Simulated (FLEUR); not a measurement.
**KTaO3 under changes of volume**

One of the cells (12.688 Å³/atom); the others are scaled copies at fixed shape and fractional positions:

```xyz
5
Lattice="3.9883 0.0000 0.0000 0.0000 3.9883 0.0000 0.0000 0.0000 3.9883" Properties=species:S:1:pos:R:3 pbc="T T T"
Ta    0.0000    0.0000    0.0000
K     1.9942    1.9942    1.9942
O     0.0000    0.0000    1.9942
O     0.0000    1.9942    0.0000
O     1.9942    0.0000    0.0000
```

| Quantity | Value |
| --- | --- |
| Program | FLEUR MaX-R8.1 (later development tree) |
| Functional | PBE |
| Potentials or basis | all-electron |
| Basis | FLAPW |
| Kmax | 5.58 1/bohr |
| k mesh | 7 × 7 × 7 |
| Occupations | fermi-dirac, width 0.05 eV |
| Spin | no spin polarisation |

```csv
volume (Å³/atom),energy over the lowest point (meV/atom),gap on the mesh (eV)
11.927,65.26,2.42
12.180,37.31,2.38
12.434,17.73,2.33
12.688,?,?
12.942,0.00,2.24
13.196,0.41,2.20
13.449,6.34,2.15
```

What does the run at 12.688 Å³/atom give?

Energy over the lowest point 5.47 meV/atom; gap on the mesh 2.29 eV.

Worked out: A Birch-Murnaghan fit of order 3 (a polynomial in V^(-2/3)) to the other rows has its minimum at 13.05 Å³/atom with B0 = V·E''(V) = 186 GPa and B' = 4.6. It gives 5.48 meV/atom at 12.688 Å³/atom, against the run's 5.47. A straight line through the other rows of the gap, of slope -2.25 eV per unit of ln V, gives 2.28 eV, against the run's 2.29.

Energies are extrapolated to zero smearing.

Caveats: the cutoff is high for the widest sphere, where the basis turns nearly dependent and energies can drift low; spin-orbit coupling is left out, which moves the levels of the heavy elements; an odd mesh through Γ misses points on the zone boundary, where band edges often lie.
